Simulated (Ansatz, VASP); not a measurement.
## Two plane-wave programs on SnSe

The input INCAR:

```
SYSTEM = SnSe
PREC = Accurate ; ENCUT = 520
EDIFF = 1E-6 ; ISMEAR = -1
SIGMA = 0.0107 ; LREAL = .FALSE.
LASPH = .TRUE. ; NELM = 80
ALGO = Fast ; ISIF = 2
LWAVE = .FALSE. ; LCHARG = .FALSE.
GGA = PE ; NBANDS = 17
```

File KPOINTS:

```
Automatic mesh
0
G
  7 7 7
  0 0 0
```

POSCAR

```
SnSe
1.0
    0.0000000000      3.0331350000      3.0331350000
    3.0331350000      0.0000000000      3.0331350000
    3.0331350000      3.0331350000      0.0000000000
Sn Se
1 1
Direct
    0.0000000000      0.0000000000      0.0000000000
    0.5000000000      0.5000000000      0.5000000000
```

Input for Ansatz:

```yaml
crystal:
  lattice:
    - [0.0, 3.033135, 3.033135]
    - [3.033135, 0.0, 3.033135]
    - [3.033135, 3.033135, 0.0]
  atoms:
    - { symbol: Sn, position: [0.0, 0.0, 0.0] }
    - { symbol: Se, position: [0.5, 0.5, 0.5] }
  symmetry: { tolerance: 0.0003 }
kpoints:
  mp_grid: { grid: [7, 7, 7], shift: [0, 0, 0] }
  band_path:
    path:
      - [0.0, 0.0, 0.0]
      - [0.5, 0.0, 0.5]
      - [0.625, 0.25, 0.625]
      - [0.375, 0.375, 0.75]
      - [0.0, 0.0, 0.0]
      - [0.5, 0.5, 0.5]
      - [0.5, 0.25, 0.75]
      - [0.5, 0.0, 0.5]
    npoints: 8
magnetization:
  spin_polarized: false
scf:
  occupations: { method: fermi_dirac, width: 0.0107 }
  lower_state_search: "off"
  max_iter: 200
hamiltonian:
  pseudopotentials: { kind: paw }
  xc: pbe
basis:
  ecutwfc: 420
  fft_grid_basis: typed
output:
  forces: true
  stress: true
  eigenvalues: true
  bader: true
  populations: true
  elf: true
  write_potential: true
  volumetric_format: npy
  dos:
    e_range: [-12, 8]
    de: 0.05
    projected: { site_lists: { Se: [Se], Sn: [Sn] } }
checkpoint:
  read: saved_state
```

Alike in both runs: task single point; functional PBE; k mesh 7 × 7 × 7; occupations fermi-dirac, width 0.0107 eV; no spin polarisation.

|  | VASP | Ansatz |
| --- | --- | --- |
| version | VASP 6.6.1 | Ansatz 0.2.0 |
| potentials or method | VASP PAW PBE potentials, release 64 (Sn_d, Se) | PAW plane waves |
| plane-wave cutoff (eV) | 520 | 420 |
| valence electrons in the cell | 20 | 30 |

```csv
,VASP,Ansatz,Ansatz less VASP
gap on the k mesh at the Fermi level (eV),0.83,0.83,+0.001
pressure (GPa),-0.2,-0.2,0.00
```

The functional is the same, so the differences come from potentials, cutoffs and numerics. The two sets of potentials don't hold the same shells in valence.
